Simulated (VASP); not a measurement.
Input of a VASP 6.6.1 run:

File run.py:

```python
from ase.calculators.vasp import Vasp
from ase.dft.bandgap import bandgap
from ase.io import read

atoms = read('POSCAR')
calc = Vasp(
    directory='calc',
    xc='rpbe',
    pp='PBE',
    setups='recommended',
    prec='Accurate',
    encut=520,
    ediff=1e-06,
    ismear=1,
    sigma=0.1,
    lreal=False,
    lasph=True,
    nelm=80,
    algo='Normal',
    isif=2,
    lwave=False,
    lcharg=False,
    ivdw=11,
    kpts=[8, 8, 8],
    gamma=True,
)
atoms.calc = calc

print('energy (eV):', atoms.get_potential_energy())
print('free energy (eV):', atoms.get_potential_energy(force_consistent=True))
print('forces (eV/A):')
print(atoms.get_forces())
print('stress (eV/A^3, Voigt):', atoms.get_stress())
print('Fermi level (eV):', calc.get_fermi_level())
gap, top, bottom = bandgap(calc)
print('band gap (eV):', gap, 'from (spin, k, band)', top, 'to', bottom)
```

POSCAR

```
Sr
1.0
   -0.0104410000      3.0745690000      3.1450830000
    3.0718820000      0.0709190000      3.0637220000
    3.0621520000      2.9834780000      0.0806490000
Sr
1
Direct
    0.0000000000      0.0000000000      0.0000000000
```

Potentials or basis: VASP PAW PBE potentials, release 64 (Sr_sv).

Launch:

```console
$ python run.py
```

Task: Predict the dispersion energy per atom.

Result: -0.238 eV.

Task: What does it give for the pressure?

Result: 0.3 GPa.

Stress tensor (GPa, compression positive):
```
 0.28  0.09 -0.01
 0.09  0.40 -0.70
-0.01 -0.70  0.31
```

Caveat: the PAW data sets were made with another functional, which shifts forces and pressure a little; pairwise dispersion overbinds metals, which lowers pressure and volume.
